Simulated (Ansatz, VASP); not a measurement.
**Two plane-wave programs on Au**

File POSCAR:

```
Au
1.0
   -0.2159367241      1.9434305171      1.9434305171
    1.9434305171     -0.2159367241      1.9434305171
    1.9434305171      1.9434305171     -0.2159367241
Au
1
Direct
    0.0000000000      0.0000000000      0.0000000000
```

INCAR.step1

```
SYSTEM = Au
PREC = Accurate
ENCUT = 520
ISMEAR = 0
SIGMA = 0.15
LREAL = .False.
LASPH = .True.
NELM = 100
NBANDS = 12
GGA = PE
ALGO = Normal
EDIFF = 1E-4
LWAVE = .True.
LCHARG = .False.
```

File INCAR.step2:

```
SYSTEM = Au
PREC = Accurate
ENCUT = 520
EDIFF = 1E-7
ISMEAR = 0
SIGMA = 0.15
LREAL = .False.
LASPH = .True.
NELM = 100
ALGO = Normal
ISIF = 2
LWAVE = .False.
LCHARG = .False.
METAGGA = R2SCAN
LMIXTAU = .True.
NBANDS = 12
ISTART = 1
```

File KPOINTS:

```
Automatic mesh
0
Gamma
  16 16 16
  0 0 0
```

Input for Ansatz:

```yaml
crystal:
  lattice:
    - [-0.2159367241, 1.9434305171, 1.9434305171]
    - [1.9434305171, -0.2159367241, 1.9434305171]
    - [1.9434305171, 1.9434305171, -0.2159367241]
  atoms:
    - { symbol: Au, position: [0.0, 0.0, 0.0] }
basis:
  ecutwfc: 500
kpoints:
  mp_grid: { grid: [16, 16, 16] }
hamiltonian:
  xc: r2scan
scf:
  occupations: { method: gaussian, width: 0.15 }
output:
  forces: true
  stress: true
  eigenvalues: true
```

Alike in both runs: task single point; functional r2SCAN; k mesh 16 × 16 × 16; occupations gaussian, width 0.15 eV; no spin polarisation.

|  | VASP | Ansatz |
| --- | --- | --- |
| version | VASP 6.6.1 | Ansatz 0.2.0 |
| potentials or method | VASP PAW PBE potentials, release 64 (Au) | scalar-relativistic, plane waves, PAW |
| plane-wave cutoff (eV) | 520 | 500 |
| valence electrons in the cell | 11 | 19 |

```tsv
	VASP	Ansatz	Ansatz less VASP
gap on the k mesh at the Fermi level (eV)	none	none	-
pressure (GPa)	8.3	7.9	-0.38
largest component of the traceless stress (GPa)	2.59	2.50	-0.090
```

A gap of «none» marks a metal or a gap that the smearing closes. The functional is the same, so the differences come from potentials, cutoffs and numerics. The two sets of potentials don't hold the same shells in valence.

Caveats: the PAW data sets were made with another functional, which shifts forces and pressure a little (VASP). The runs have no spin-orbit coupling, so splittings on Au are missing.
